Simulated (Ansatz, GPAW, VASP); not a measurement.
## One calculation of Re, 3 ways

```
CELL_PARAMETERS angstrom
0.00000 1.97500 1.97500
1.97500 0.00000 1.97500
1.97500 1.97500 0.00000
ATOMIC_POSITIONS crystal
Re 0.00000 0.00000 0.00000
```

This isn't the form of Re at room conditions, which is hcp.

Alike in all runs: task single point; functional LDA; k mesh 12 × 12 × 12; occupations gaussian, width 0.05 eV; no spin polarisation; no spin-orbit coupling. LDA stands for any of its common fits. Pressure is positive in compression and, in plane waves, holds the error of the finite cutoff.

```
                                                    program and potentials  plane-wave cutoff (eV)                                    notes  band gap (eV)  pressure (GPa)
                            Ansatz, all-electron LAPW, scalar-relativistic                       -                                        -         no gap          -23.65
GPAW, the program's PAW data sets (release 1.2.1) made for this functional                     600  13 valence electrons an atom on average         no gap          -25.36
                                            VASP, LDA PAW files Re, 520 eV                     520   7 valence electrons an atom on average         no gap          -23.10
```

None finds a gap. The pressure spans -25.36 (GPAW, the program's PAW data sets (release 1.2.1) made for this functional) to -23.10 GPa (VASP, LDA PAW files Re, 520 eV), with all-electron results at -23.65. The cell lies far from this level's equilibrium.

Differences between rows come from potentials, basis sets and numerical settings, since the functional is the same but for its coding. Runs on potential files found faulty are left out.
